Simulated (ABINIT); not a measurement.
## FeS2 (Marcasite): single point with PBEsol

The system is FeS2 (Marcasite).

```
CELL_PARAMETERS angstrom
4.44000 0.00000 0.00000
0.00000 5.39000 0.00000
0.00000 0.00000 3.37000
ATOMIC_POSITIONS crystal
Fe 0.50000 0.50000 0.50000
Fe 0.00000 0.00000 0.00000
S 0.70300 0.12500 0.50000
S 0.79700 0.62500 0.00000
S 0.29700 0.87500 0.50000
S 0.20300 0.37500 0.00000
```

```
Program             : ABINIT 10.8.3 (patched build)
Task                : single point
Functional          : PBEsol
Potentials or basis : JTH PAW PBE v2.0
Cutoff              : 707 eV
k mesh              : 6 × 5 × 8
Occupations         : fermi-dirac, width 0.05 eV
Spin                : collinear spin, ferromagnetic start
Starting moments    : [3.0, 3.0, 0.0, 0.0, 0.0, 0.0] μB
```

The pressure is -5.8 GPa. The largest force is 0.288 eV/Å and the band gap on the k mesh is 0.85 eV, indirect (least direct gap 1.08 eV). The net moment is 0.00 μB per cell. The valence electrons inside the program's atomic spheres are Fe 14.62; S 3.56.

Forces on the atoms (eV/Å):
```
Fe   0.000  0.000  0.000
Fe   0.000  0.000  0.000
S    0.288 -0.003  0.000
S   -0.288 -0.003  0.000
S   -0.288  0.003  0.000
S    0.288  0.003  0.000
```

Stress tensor (GPa, compression positive):
```
-6.34  0.00  0.00
 0.00 -5.30  0.00
 0.00  0.00 -5.74
```

Levels at points of the mesh, in eV from the valence-band top:
Spin up:
```csv
k point,band 25,band 26,band 27,band 28,band 29,band 30,band 31,band 32
"(0.00, 0.00, 0.00)",-1.00,-0.81,-0.78,-0.53,1.15,1.40,2.70,3.07
"(0.50, 0.00, 0.00)",-0.71,-0.71,-0.10,-0.10,1.77,1.77,1.83,1.83
"(0.00, 0.00, 0.50)",-0.94,-0.94,-0.39,-0.39,1.44,1.44,1.66,1.66
"(0.50, 0.00, 0.50)",-0.80,-0.80,-0.32,-0.32,1.48,1.48,1.88,1.88
```
Spin down:
| k point | band 24 | band 25 | band 26 | band 27 | band 28 | band 29 | band 30 | band 31 | band 32 | band 33 |
| --- | --- | --- | --- | --- | --- | --- | --- | --- | --- | --- |
| (0.00, 0.00, 0.00) | -1.17 | -1.00 | -0.81 | -0.78 | -0.53 | 1.15 | 1.40 | 2.70 | 3.07 | 3.36 |
| (0.50, 0.00, 0.00) | -1.20 | -0.71 | -0.71 | -0.10 | -0.10 | 1.77 | 1.77 | 1.83 | 1.83 | 2.73 |
| (0.00, 0.00, 0.50) | -1.46 | -0.94 | -0.94 | -0.39 | -0.39 | 1.44 | 1.44 | 1.66 | 1.66 | 2.13 |
| (0.50, 0.00, 0.50) | -1.11 | -0.80 | -0.80 | -0.32 | -0.32 | 1.48 | 1.48 | 1.88 | 1.88 | 3.57 |

It took 4.5 min on 4 MPI ranks on Arm Neoverse V1, on a shared host, peak memory 0.96 GiB a rank.

Caveat: the starting moments collapsed, and a magnetic state may lie lower; the PAW data sets were made with another functional, which shifts forces and pressure a little; an odd mesh through Γ misses points on the zone boundary, where band edges often lie.
